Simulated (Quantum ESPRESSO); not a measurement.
# CdS (Hawleyite) (F-43m) in Quantum ESPRESSO: notebook

The runs below take CdS (Hawleyite) through dielectric tensor, with PBEsol.

Program: Quantum ESPRESSO 7.5. These are calculated values, not measurements. Logs are shortened: lines on timing, memory, paths and dates and some standing lists are left out, and cuts for length are marked.

## Step 1: Starting point

Symmetry: F-43m, No. 216, cubic system. The conventional cell has a = 5.833 Å, b = 5.833 Å, c = 5.833 Å, α = 90.00°, β = 90.00°, γ = 90.00°. Around Cd (site symmetry -43m) lie 4 S at 2.53 Å. S (site symmetry -43m) is surrounded by 4 Cd at 2.53 Å.

## Step 2: Dielectric tensor, PBEsol

The input, pw.in:

```
&CONTROL
  calculation = 'scf'
  prefix = 'pwscf'
  outdir = './tmp'
  pseudo_dir = './pseudo'
  tprnfor = .true.
  tstress = .true.
  disk_io = 'low'
/
&SYSTEM
  ibrav = 0
  nat = 2
  ntyp = 2
  ecutwfc = 45
  ecutrho = 360
  nbnd = 15
  occupations = 'smearing'
  smearing = 'fd'
  degauss = 0.00367493
/
&ELECTRONS
  conv_thr = 4d-10
  electron_maxstep = 120
  mixing_beta = 0.5
/
ATOMIC_SPECIES
Cd   112.4140 cd_pbesol_v1.uspp.F.UPF
S     32.0600 s_pbesol_v1.4.uspp.F.UPF
CELL_PARAMETERS angstrom
   0.0000000000    2.9165000000    2.9165000000
   2.9165000000    0.0000000000    2.9165000000
   2.9165000000    2.9165000000    0.0000000000
ATOMIC_POSITIONS angstrom
Cd     0.0000000000    0.0000000000    0.0000000000
S      4.3747500000    4.3747500000    4.3747500000
K_POINTS automatic
6 6 6 1 1 1
```

The input, gamma.in:

```
&CONTROL
  calculation = 'bands'
  prefix = 'pwscf'
  outdir = './tmp'
  pseudo_dir = './pseudo'
  disk_io = 'low'
  verbosity = 'high'
/
&SYSTEM
  ibrav = 0
  nat = 2
  ntyp = 2
  ecutwfc = 45
  ecutrho = 360
  nbnd = 15
  occupations = 'smearing'
  smearing = 'fd'
  degauss = 0.00367493
/
&ELECTRONS
  conv_thr = 1d-08
  electron_maxstep = 120
  mixing_beta = 0.5
  diago_full_acc = .true.
  startingwfc = 'random'
/
ATOMIC_SPECIES
Cd   112.4140 cd_pbesol_v1.uspp.F.UPF
S     32.0600 s_pbesol_v1.4.uspp.F.UPF
CELL_PARAMETERS angstrom
   0.0000000000    2.9165000000    2.9165000000
   2.9165000000    0.0000000000    2.9165000000
   2.9165000000    2.9165000000    0.0000000000
ATOMIC_POSITIONS angstrom
Cd     0.0000000000    0.0000000000    0.0000000000
S      4.3747500000    4.3747500000    4.3747500000
K_POINTS crystal
1
0.0 0.0 0.0 1
```

The input, scf2.in:

```
&CONTROL
  calculation = 'scf'
  prefix = 'pwscf'
  outdir = './tmp'
  pseudo_dir = './pseudo'
  tprnfor = .true.
  tstress = .true.
  disk_io = 'low'
/
&SYSTEM
  ibrav = 0
  nat = 2
  ntyp = 2
  ecutwfc = 45
  ecutrho = 360
  nbnd = 15
  occupations = 'fixed'
/
&ELECTRONS
  conv_thr = 1d-13
  electron_maxstep = 120
  mixing_beta = 0.5
  startingpot = 'file'
/
ATOMIC_SPECIES
Cd   112.4140 cd_pbesol_v1.uspp.F.UPF
S     32.0600 s_pbesol_v1.4.uspp.F.UPF
CELL_PARAMETERS angstrom
   0.0000000000    2.9165000000    2.9165000000
   2.9165000000    0.0000000000    2.9165000000
   2.9165000000    2.9165000000    0.0000000000
ATOMIC_POSITIONS angstrom
Cd     0.0000000000    0.0000000000    0.0000000000
S      4.3747500000    4.3747500000    4.3747500000
K_POINTS automatic
6 6 6 1 1 1
```

The input, ph.in:

```
dielectric of CdS
&INPUTPH
  prefix = 'pwscf'
  outdir = './tmp'
  tr2_ph = 1d-18
  fildyn = 'dyn'
  niter_ph = 90
  alpha_mix(1) = 0.7
  epsil = .true.
  trans = .false.
  zeu = .true.
/
0.0000000000 0.0000000000 0.0000000000
```

Potentials or basis: GBRV 1.5 PBEsol.

Started as:

```
> OMP_NUM_THREADS=1 pw.x -in pw.in > pw.out
> OMP_NUM_THREADS=1 pw.x -in gamma.in > gamma.out
> OMP_NUM_THREADS=1 pw.x -in scf2.in > scf2.out
> OMP_NUM_THREADS=1 ph.x -in ph.in > ph.out
```

pw.out:

```text
This program is part of the open-source Quantum ESPRESSO suite
     for quantum simulation of materials; please cite
[... 9 lines left out ...]
     --------------------
     sticks:   dense  smooth     PW     G-vecs:    dense   smooth      PW
     Sum        1507     745    241                38709    13635    2421

     Using Slab Decomposition

     bravais-lattice index     =            0
     lattice parameter (alat)  =       7.7943  a.u.
     unit-cell volume          =     334.8209 (a.u.)^3
     number of atoms/cell      =            2
     number of atomic types    =            2
     number of electrons       =        18.00
     number of Kohn-Sham states=           15
     kinetic-energy cutoff     =      45.0000  Ry
     charge density cutoff     =     360.0000  Ry
     scf convergence threshold =      4.0E-10
     mixing beta               =       0.5000
     number of iterations used =            8  plain     mixing
     Exchange-correlation= SLA  PW   PSX  PSC
                           (   1   4  10   8   0   0   0)

     celldm(1)=   7.794277  celldm(2)=   0.000000  celldm(3)=   0.000000
     celldm(4)=   0.000000  celldm(5)=   0.000000  celldm(6)=   0.000000

[... 8 lines left out ...]
               b(3) = (  0.707107  0.707107 -0.707107 )

     PseudoPot. # 1 for Cd read from file:
     cd_pbesol_v1.uspp.F.UPF
     Pseudo is Ultrasoft + core correction, Zval = 12.0
     Generated by new atomic code, or converted to UPF format
     Using radial grid of  889 points,  6 beta functions with:
                l(1) =   0
                l(2) =   0
                l(3) =   1
                l(4) =   1
                l(5) =   2
                l(6) =   2
     Q(r) pseudized with  6 coefficients,  rinner =    1.000   1.000   1.000
                                                       1.000   1.000

     PseudoPot. # 2 for S  read from file:
     s_pbesol_v1.4.uspp.F.UPF
     Pseudo is Ultrasoft + core correction, Zval =  6.0
     Generated by new atomic code, or converted to UPF format
     Using radial grid of  907 points,  6 beta functions with:
                l(1) =   0
                l(2) =   0
                l(3) =   1
                l(4) =   1
                l(5) =   2
                l(6) =   2
     Q(r) pseudized with  8 coefficients,  rinner =    1.300   1.300   1.300
                                                       1.300   1.300

     atomic species   valence    mass     pseudopotential
     Cd               12.00   112.41400     Cd( 1.00)
     S                 6.00    32.06000     S ( 1.00)

     24 Sym. Ops. (no inversion) found

   Cartesian axes

     site n.     atom                  positions (alat units)
         1        Cd     tau(   1) = (   0.0000000   0.0000000   0.0000000  )
         2        S      tau(   2) = (   1.0606602   1.0606602   1.0606602  )

     number of k points=    28  Fermi-Dirac smearing, width (Ry)=  0.0037
                       cart. coord. in units 2pi/alat
        k(    1) = (   0.0589256   0.0589256   0.0589256), wk =   0.0185185
        k(    2) = (   0.1767767   0.1767767  -0.0589256), wk =   0.0555556
        k(    3) = (   0.2946278   0.2946278  -0.1767767), wk =   0.0555556
        k(    4) = (  -0.2946278  -0.2946278   0.4124790), wk =   0.0555556
        k(    5) = (  -0.1767767  -0.1767767   0.2946278), wk =   0.0555556
        k(    6) = (  -0.0589256  -0.0589256   0.1767767), wk =   0.0555556
[... 20 lines left out ...]
        k(   27) = (   0.2946278   0.2946278   0.2946278), wk =   0.0185185
        k(   28) = (  -0.2946278  -0.2946278   0.8838835), wk =   0.0555556

     Dense  grid:    38709 G-vectors     FFT dimensions: (  48,  48,  48)

     Smooth grid:    13635 G-vectors     FFT dimensions: (  36,  36,  36)

     Initial potential from superposition of free atoms

     starting charge      17.4999, renormalised to      18.0000

     negative rho (up, down):  1.967E-02 0.000E+00
     Starting wfcs are   13 randomized atomic wfcs +    2 random wfcs

     Self-consistent Calculation

     iteration #  1     ecut=    45.00 Ry     beta= 0.50
     Davidson diagonalization with overlap
     ethr =  1.00E-02,  avg # of iterations =  6.7

     Threshold (ethr) on eigenvalues was too large:
     Diagonalizing with lowered threshold

     Davidson diagonalization with overlap
     ethr =  6.08E-04,  avg # of iterations =  2.0

     negative rho (up, down):  1.912E-02 0.000E+00

     total energy              =    -138.55415649 Ry
     estimated scf accuracy    <       0.10636580 Ry

     iteration #  2     ecut=    45.00 Ry     beta= 0.50
     Davidson diagonalization with overlap
     ethr =  5.91E-04,  avg # of iterations =  2.4
[... 60 lines left out ...]
     iteration #  9     ecut=    45.00 Ry     beta= 0.50
     Davidson diagonalization with overlap
     ethr =  2.60E-12,  avg # of iterations =  6.2

     negative rho (up, down):  1.957E-02 0.000E+00

     End of self-consistent calculation

          k = 0.0589 0.0589 0.0589 (  1720 PWs)   bands (ev):

    -6.8569  -2.1879  -2.1879  -2.1762  -1.7096  -1.7096   4.9222   5.4642
     5.4642   7.0107  11.7656  12.0094  12.0094  16.5205  16.5205

          k = 0.1768 0.1768-0.0589 (  1723 PWs)   bands (ev):

    -6.7191  -2.1466  -2.1291  -2.0468  -1.7221  -1.6948   3.5581   4.9015
     5.3104   8.1124  11.4297  12.3116  12.4076  15.5095  16.2592
[... 63 lines left out ...]
    -6.4334  -2.0611  -2.0393  -1.7291  -1.6740  -1.3920   1.4318   4.0831
     4.5994   9.1479  11.5935  12.5418  13.0569  16.2389  17.5195

          k =-0.6482 0.0589 0.0589 (  1704 PWs)   bands (ev):

    -6.3124  -1.9843  -1.8569  -1.8513  -1.6267  -1.2715   1.5563   3.4841
     3.6589   9.0894   9.9001  14.2953  15.6102  15.8723  17.8144

          k =-0.5303 0.1768-0.0589 (  1704 PWs)   bands (ev):

    -6.3740  -1.9960  -1.9474  -1.8389  -1.6497  -1.3690   1.8178   3.5078
     3.9368   9.7147  10.3857  12.8504  14.5617  15.4596  18.1468

          k =-0.4125 0.0589 0.0589 (  1703 PWs)   bands (ev):

    -6.5090  -2.0290  -1.9944  -1.9397  -1.6697  -1.6539   2.6362   4.1939
     4.2554   9.2724  10.1073  13.1613  13.8717  14.5341  17.3217

          k = 0.1768 0.1768 0.1768 (  1700 PWs)   bands (ev):
[... 41 lines left out ...]
    -6.4704  -2.0814  -2.0814  -1.6772  -1.6772  -1.4676   1.3174   4.7934
     4.7934   8.3828  12.4312  12.4312  12.5954  16.2575  17.2523

          k =-0.2946-0.2946 0.8839 (  1712 PWs)   bands (ev):

    -6.4002  -2.0518  -2.0235  -1.7138  -1.6825  -1.2677   1.2378   3.8261
     4.5388   9.3194  11.4722  12.9473  13.0200  16.6178  17.0428

     the Fermi energy is     6.2568 ev

!    total energy              =    -138.58696384 Ry
     estimated scf accuracy    <          3.1E-10 Ry
     smearing contrib. (-TS)   =      -0.00000000 Ry
     internal energy E=F+TS    =    -138.58696384 Ry

     The total energy is F=E-TS. E is the sum of the following terms:
     one-electron contribution =     -38.36782789 Ry
     hartree contribution      =      32.54840064 Ry
     xc contribution           =     -47.42113628 Ry
     ewald contribution        =     -85.34640031 Ry

     convergence has been achieved in   9 iterations

     negative rho (up, down):  1.957E-02 0.000E+00

     Forces acting on atoms (cartesian axes, Ry/au):

     atom    1 type  1   force =     0.00000000   -0.00000000   -0.00000000
     atom    2 type  2   force =    -0.00000000    0.00000000    0.00000000

     Total force =     0.000000     Total SCF correction =     0.000000

     Computing stress (Cartesian axis) and pressure

     negative rho (up, down):  1.957E-02 0.000E+00
          total   stress  (Ry/bohr**3)                   (kbar)     P=        0.29
   0.00000198   0.00000000   0.00000000            0.29        0.00        0.00
   0.00000000   0.00000198   0.00000000            0.00        0.29        0.00
   0.00000000   0.00000000   0.00000198            0.00        0.00        0.29

=------------------------------------------------------------------------------=
   JOB DONE.
=------------------------------------------------------------------------------=
```

gamma.out:

```text
This program is part of the open-source Quantum ESPRESSO suite
     for quantum simulation of materials; please cite
         "P. Giannozzi et al., J. Phys.:Condens. Matter 21 395502 (2009);
         "P. Giannozzi et al., J. Phys.:Condens. Matter 29 465901 (2017);
         "P. Giannozzi et al., J. Chem. Phys. 152 154105 (2020);
     in publications or presentations arising from this work. More details at
[... 350 lines left out ...]

          k = 0.0000 0.0000 0.0000 (  1687 PWs)   bands (ev):

    -6.8863  -2.1986  -2.1986  -2.1986  -1.7091  -1.7091   5.5228   5.5228
     5.5228   6.4955  11.9133  11.9133  11.9133  16.7084  16.8784

=------------------------------------------------------------------------------=
   JOB DONE.
=------------------------------------------------------------------------------=
```

scf2.out:

```text
This program is part of the open-source Quantum ESPRESSO suite
     for quantum simulation of materials; please cite
[... 9 lines left out ...]
     --------------------
     sticks:   dense  smooth     PW     G-vecs:    dense   smooth      PW
     Sum        1507     745    241                38709    13635    2421
[... 343 lines left out ...]
   0.00000269  -0.00000000   0.00000000            0.40       -0.00        0.00
  -0.00000000   0.00000269  -0.00000000           -0.00        0.40       -0.00
   0.00000000  -0.00000000   0.00000269            0.00       -0.00        0.40

=------------------------------------------------------------------------------=
   JOB DONE.
=------------------------------------------------------------------------------=
```

It took 2.2 min on 1 thread of Intel Xeon 6975P-C (Granite Rapids), shared host; peak memory 0.18 GiB.

Results:

```
Free energy                             : -1885.5717 eV
Pressure                                : 0.0 GPa
Electronic dielectric tensor (diagonal) : 6.46
Born charges (mean of the diagonal)     : Cd +2.18; S -2.18 e
```

Levels at points of the mesh, in eV from the valence-band top:
| k point | band 6 | band 7 | band 8 | band 9 | band 10 | band 11 | band 12 | band 13 |
| --- | --- | --- | --- | --- | --- | --- | --- | --- |
| (0.08, 0.08, 0.08) | -7.17 | -0.54 | 0.00 | 0.00 | 1.55 | 6.30 | 6.55 | 6.55 |

Electronic dielectric tensor:
```
6.46 0.00 0.00
0.00 6.46 0.00
0.00 0.00 6.46
```

Born effective charge tensors (e):
atom 1, Cd
```
2.18 0.00 0.00
0.00 2.18 0.00
0.00 0.00 2.18
```
atom 2, S
```
-2.18  0.00  0.00
 0.00 -2.18  0.00
 0.00  0.00 -2.18
```

## Step 3: Dielectric tensor, PBEsol

Changes to pw.in since step 2:

```diff
@@ -36,2 +36,2 @@
 K_POINTS automatic
-6 6 6 1 1 1
+8 8 8 1 1 1
```

gamma.in is that of step 2.

Changes to scf2.in since step 2:

```diff
@@ -35,2 +35,2 @@
 K_POINTS automatic
-6 6 6 1 1 1
+8 8 8 1 1 1
```

ph.in is that of step 2.

Potentials or basis: GBRV 1.5 PBEsol.

Started as:

```
> OMP_NUM_THREADS=1 pw.x -in pw.in > pw.out
> OMP_NUM_THREADS=1 pw.x -in gamma.in > gamma.out
> OMP_NUM_THREADS=1 pw.x -in scf2.in > scf2.out
> OMP_NUM_THREADS=1 ph.x -in ph.in > ph.out
```

pw.out:

```text
This program is part of the open-source Quantum ESPRESSO suite
     for quantum simulation of materials; please cite
[... 9 lines left out ...]
     --------------------
     sticks:   dense  smooth     PW     G-vecs:    dense   smooth      PW
     Sum        1507     745    241                38709    13635    2421

     Using Slab Decomposition

     bravais-lattice index     =            0
     lattice parameter (alat)  =       7.7943  a.u.
     unit-cell volume          =     334.8209 (a.u.)^3
     number of atoms/cell      =            2
     number of atomic types    =            2
     number of electrons       =        18.00
     number of Kohn-Sham states=           15
     kinetic-energy cutoff     =      45.0000  Ry
     charge density cutoff     =     360.0000  Ry
     scf convergence threshold =      4.0E-10
     mixing beta               =       0.5000
     number of iterations used =            8  plain     mixing
     Exchange-correlation= SLA  PW   PSX  PSC
                           (   1   4  10   8   0   0   0)

     celldm(1)=   7.794277  celldm(2)=   0.000000  celldm(3)=   0.000000
     celldm(4)=   0.000000  celldm(5)=   0.000000  celldm(6)=   0.000000

[... 8 lines left out ...]
               b(3) = (  0.707107  0.707107 -0.707107 )

     PseudoPot. # 1 for Cd read from file:
     cd_pbesol_v1.uspp.F.UPF
     Pseudo is Ultrasoft + core correction, Zval = 12.0
     Generated by new atomic code, or converted to UPF format
[... 100 lines left out ...]

     Smooth grid:    13635 G-vectors     FFT dimensions: (  36,  36,  36)

     Initial potential from superposition of free atoms

     starting charge      17.4999, renormalised to      18.0000

     negative rho (up, down):  1.967E-02 0.000E+00
     Starting wfcs are   13 randomized atomic wfcs +    2 random wfcs

     Self-consistent Calculation

     iteration #  1     ecut=    45.00 Ry     beta= 0.50
     Davidson diagonalization with overlap
     ethr =  1.00E-02,  avg # of iterations =  6.4

     Threshold (ethr) on eigenvalues was too large:
     Diagonalizing with lowered threshold

     Davidson diagonalization with overlap
     ethr =  6.07E-04,  avg # of iterations =  2.2

     negative rho (up, down):  1.912E-02 0.000E+00
[... 58 lines left out ...]
     iteration #  8     ecut=    45.00 Ry     beta= 0.50
     Davidson diagonalization with overlap
     ethr =  1.49E-10,  avg # of iterations =  4.8

     negative rho (up, down):  1.957E-02 0.000E+00

     End of self-consistent calculation

          k = 0.0442 0.0442 0.0442 (  1726 PWs)   bands (ev):

    -6.8696  -2.1925  -2.1925  -2.1863  -1.7095  -1.7095   5.1369   5.4893
     5.4893   6.8338  11.8235  11.9687  11.9687  16.6501  16.9463
[... 293 lines left out ...]
    -6.4164  -2.0620  -2.0452  -1.6983  -1.6780  -1.2926   1.1470   4.1615
     4.6222   8.9906  11.7098  12.7229  13.0355  16.7550  17.2903

     the Fermi energy is     6.1886 ev

!    total energy              =    -138.58696283 Ry
     estimated scf accuracy    <          2.8E-10 Ry
     smearing contrib. (-TS)   =      -0.00000000 Ry
     internal energy E=F+TS    =    -138.58696283 Ry

     The total energy is F=E-TS. E is the sum of the following terms:
     one-electron contribution =     -38.36792745 Ry
     hartree contribution      =      32.54852950 Ry
     xc contribution           =     -47.42116457 Ry
     ewald contribution        =     -85.34640031 Ry

     convergence has been achieved in   8 iterations

     negative rho (up, down):  1.957E-02 0.000E+00

     Forces acting on atoms (cartesian axes, Ry/au):

     atom    1 type  1   force =     0.00000000    0.00000000    0.00000000
     atom    2 type  2   force =    -0.00000000    0.00000000    0.00000000

     Total force =     0.000000     Total SCF correction =     0.000000

     Computing stress (Cartesian axis) and pressure

     negative rho (up, down):  1.957E-02 0.000E+00
          total   stress  (Ry/bohr**3)                   (kbar)     P=        0.45
   0.00000304  -0.00000000   0.00000000            0.45       -0.00        0.00
  -0.00000000   0.00000304   0.00000000           -0.00        0.45        0.00
   0.00000000   0.00000000   0.00000304            0.00        0.00        0.45

=------------------------------------------------------------------------------=
   JOB DONE.
=------------------------------------------------------------------------------=
```

It took 4.1 min on 1 thread of Intel Xeon 6975P-C (Granite Rapids), shared host; peak memory 0.2 GiB.

What came out:

* Free energy: -1885.5717 eV
* Pressure: 0.0 GPa
* Electronic dielectric tensor (diagonal): 6.47
* Born charges (mean of the diagonal): Cd +2.18; S -2.18 e

Levels at points of the mesh, in eV from the valence-band top:
```tsv
k point	band 6	band 7	band 8	band 9	band 10	band 11	band 12	band 13
(0.06, 0.06, 0.06)	-7.20	-0.35	0.00	0.00	1.34	6.33	6.48	6.48
```

Electronic dielectric tensor:
```
6.47 0.00 0.00
0.00 6.47 0.00
0.00 0.00 6.47
```

Born effective charge tensors (e):
atom 1, Cd
```
2.18 0.00 0.00
0.00 2.18 0.00
0.00 0.00 2.18
```
atom 2, S
```
-2.18  0.00  0.00
 0.00 -2.18  0.00
 0.00  0.00 -2.18
```

(Part 1 of 2 ends here.)
